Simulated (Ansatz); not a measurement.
CaSe (NiAs type), relaxed with r2SCAN in the PAW code Ansatz. Space group P6_3/mmc (No. 194), hexagonal; conventional cell a = 4.132 Å, c = 7.163 Å, 26.47 Å³ an atom. Ca is surrounded by 6 Se at 2.98 Å; Se is surrounded by 6 Ca at 2.98 Å.

The axes x, y and z are those of this cell:
```xyz
4
Lattice="4.1317 0.0000 0.0000 -2.0658 3.5781 0.0000 0.0000 0.0000 7.1625" Properties=species:S:1:pos:R:3 pbc="T T T"
Ca    0.0000    0.0000    0.0000
Ca    0.0000    0.0000    3.5813
Se    0.0000    2.3854    1.7906
Se    2.0658    1.1927    5.3719
```

Unstrained: The PBE gap is indirect, 2.204 eV (Γ to M), below the direct gap of 2.436 eV at Γ. With r2SCAN the valence top lies at Γ and the conduction bottom at M, 2.685 eV higher; the smallest vertical gap, at Γ, is 2.925 eV. HSE06 gives an indirect gap of 3.204 eV, from Γ to M; the least direct gap is 3.526 eV at Γ. Meshes: PBE 12×12×4, r2SCAN 12×12×4, HSE06 6×6×4. Strains are changes of length per length. After each strain the atoms were relaxed again with r2SCAN within the symmetry that the strain leaves, so tilts or polar shifts that break it weren't tested; points keep the names that they have in the unstrained zone. The cell comes from a prototype generator: it can be a known phase or a hypothetical one. Spin polarisation is off.

Problem. For epitaxial +3.57 % in the xy plane, how far does the free direction move, and what happens to the gap?

Solution. The normal strain at zero normal stress is -1.18 %, 0.33 of the in-plane strain with the sign turned. PBE: the gap goes from 2.204 to 2.308 eV (+0.104 eV); with r2SCAN the top three valence levels at Γ, grouped 2+1 from the top over 367 meV, become 2+1 over 65 meV. r2SCAN: the gap goes from 2.685 to 2.791 eV (+0.106 eV). HSE06: the gap goes from 3.204 to 3.315 eV (+0.111 eV).

Problem. Estimate what uniaxial -0.58 % along x, other directions held does to the gap.

Solution. PBE: the gap goes from 2.204 to 2.173 eV (-0.031 eV); with r2SCAN the top three valence levels at Γ, grouped 2+1 from the top over 367 meV, become 1+1+1 over 404 meV. r2SCAN: the gap goes from 2.685 to 2.653 eV (-0.032 eV). HSE06: the gap goes from 3.204 to 3.171 eV (-0.033 eV). The r2SCAN energy rises by 0.2 meV an atom.

The runs are scalar-relativistic, without spin-orbit coupling.

The meshes of the hybrids are coarse, so their gaps aren't converged to the digits shown.

The splittings at Γ are without spin-orbit coupling, which exceeds them in such compounds, regroups them and changes the shifts of the gap.
